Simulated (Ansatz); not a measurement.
# ZnS: a single-point run

Wanted: a converged single-point run for ZnS, and a check of what comes out. The structure is shown as the input types it.

Method: density functional or hybrid calculation with the settings of its input, plane waves (as first typed), in Ansatz 0.2.0.

5 further runs of the same task are left out: 5 that didn't finish.

## 1. The system as given

Symmetry: F-43m, No. 216, cubic system. The conventional cell has a = 5.388 Å, b = 5.388 Å, c = 5.388 Å, α = 90.00°, β = 90.00°, γ = 90.00°. Zn (site symmetry -43m) has 4 S at 2.33 Å as nearest neighbours. Around S (site symmetry -43m) lie 4 Zn at 2.33 Å.

As a file:

```
CELL_PARAMETERS angstrom
0.00000 2.69409 2.69409
2.69409 0.00000 2.69409
2.69409 2.69409 0.00000
ATOMIC_POSITIONS crystal
Zn 0.00000 0.00000 0.00000
S 0.25000 0.25000 0.25000
```

## 2. Running it

Contents of input.yaml:

```yaml
crystal:
  lattice:
    - [0.0, 2.6940858343, 2.6940858343]
    - [2.6940858343, 0.0, 2.6940858343]
    - [2.6940858343, 2.6940858343, 0.0]
  atoms:
    - { symbol: Zn, position: [0.0, 0.0, 0.0] }
    - { symbol: S, position: [0.25, 0.25, 0.25] }
kpoints:
  mp_grid: { grid: [1, 1, 1] }
hamiltonian:
  xc: r2scan
scf:
  occupations: { method: fixed }
  n_extra_bands: 4
output:
  forces: true
  stress: true
  eigenvalues: true
```

Run with:

```console
$ ansatz run input.yaml --threads 4 --pin off --max-ram 3686MiB --backend cpu --events-out ev --progress --plain --runs-dir out
```

Q: Will this input give a usable result? If not, why, and what should change?

This run ends as converged. It gives a pressure of 53 GPa, which is large; a structure far from rest gives such values too, whatever the setting.

Look at the input: kpoints.mp_grid.grid is [1, 1, 1]. One k-point can't sample the Brillouin zone of so small a cell.

To check: set kpoints.mp_grid.grid to [6, 6, 6].
